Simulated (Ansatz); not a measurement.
Space group F-43m (No. 216). a = 6.555 Å, b = 6.555 Å, c = 6.555 Å, α = 90.00°, β = 90.00°, γ = 90.00°
```tsv
atom	site	symmetry	x	y	z
In	4a	-43m	0.0000	0.0000	0.0000
Sb	4d	-43m	0.2500	0.2500	0.7500
```

Equation of state of this InSb structure (not necessarily the ground state), with shape and atoms relaxed at each volume where symmetry leaves them free. Method: DFT r2SCAN, scalar-relativistic, plane waves, PAW in Ansatz.

Plane waves to 500 eV, a k mesh through Γ of 12×12×12 on the computed 2-atom cell and Gaussian smearing (0.10 eV); no spin polarisation.

```json
{"V (Å³/atom)": "30.984", "E − E(largest V) (meV/atom)": "49.27", "P (GPa)": "7.59", "gap on mesh (eV)": "0.82"}
{"V (Å³/atom)": "32.041", "E − E(largest V) (meV/atom)": "7.44", "P (GPa)": "5.17", "gap on mesh (eV)": "0.61"}
{"V (Å³/atom)": "33.097", "E − E(largest V) (meV/atom)": "-19.80", "P (GPa)": "3.15", "gap on mesh (eV)": "0.41"}
{"V (Å³/atom)": "34.153", "E − E(largest V) (meV/atom)": "-34.76", "P (GPa)": "1.44", "gap on mesh (eV)": "0.21"}
{"V (Å³/atom)": "35.209", "E − E(largest V) (meV/atom)": "-39.42", "P (GPa)": "0.02", "gap on mesh (eV)": "0.00"}
{"V (Å³/atom)": "36.266", "E − E(largest V) (meV/atom)": "-35.48", "P (GPa)": "-1.18", "gap on mesh (eV)": "0.00"}
{"V (Å³/atom)": "37.322", "E − E(largest V) (meV/atom)": "-24.27", "P (GPa)": "-2.19", "gap on mesh (eV)": "0.00"}
{"V (Å³/atom)": "38.730", "E − E(largest V) (meV/atom)": "0.00", "P (GPa)": "-3.29", "gap on mesh (eV)": "0.00"}
```

Task: Fit a third-order Birch–Murnaghan equation to E(V).

Result: V0 = 35.22 Å³/atom, B0 = 43 GPa, B0' = 4.8.

Spin-orbit coupling is left out, which matters for the bands of heavy elements.